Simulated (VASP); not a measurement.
Crystal: Sn.

```
Sn
1.0
    -1.72654    1.77555    2.33834
     1.72654   -1.77555    2.33834
     1.72654    1.77555   -2.33834
Sn
1
Direct
  0.00000 0.00000 0.00000
```

This isn't the form of Sn at room conditions, which is tetragonal (white tin).

* Program: VASP 6.6.1
* Task: relaxation of cell and atoms
* Functional: PBEsol
* Potentials or basis: VASP PAW PBE potentials, release 64 (Sn_d)
* Cutoff: 600 eV
* k mesh: 10 × 10 × 10
* Occupations: fermi-dirac, width 0.05 eV
* Spin: no spin polarisation

At the start: pressure -3.7 GPa; volume 28.67 Å³/atom.

**Question.** How do energy, volume and symmetry change on relaxing?

**Answer.** Over 9 steps the energy falls by 29.4 meV/atom and the volume is 26.43 Å³/atom (-7.8 %); space group I4/mmm (No. 139, to 0.05 Å).

The path:
```
step  energy change (eV)  largest force (eV/Å)  pressure (GPa)  volume (Å³)
   1              0.0000                0.0000           -3.67        28.67
   2             -0.0273                0.0000            0.96        26.03
   3             -0.0284                0.0000            0.09        26.43
   4             -0.0283                0.0000           -0.03        26.47
   5             -0.0291                0.0000           -0.05        26.48
   6             -0.0294                0.0000           -0.07        26.48
   7             -0.0294                0.0000           -0.07        26.48
   8             -0.0294                0.0000           -0.07        26.48
   9             -0.0294                0.0000            0.04        26.43
```

Final structure:
```
Sn
1.0
    -1.70737    1.70620    2.26834
     1.70737   -1.70620    2.26834
     1.70737    1.70620   -2.26834
Sn
1
Cartesian
  1.7074 1.7062 -2.2683
```

Caveat: the PAW data sets were made with another functional, which shifts forces and pressure a little.
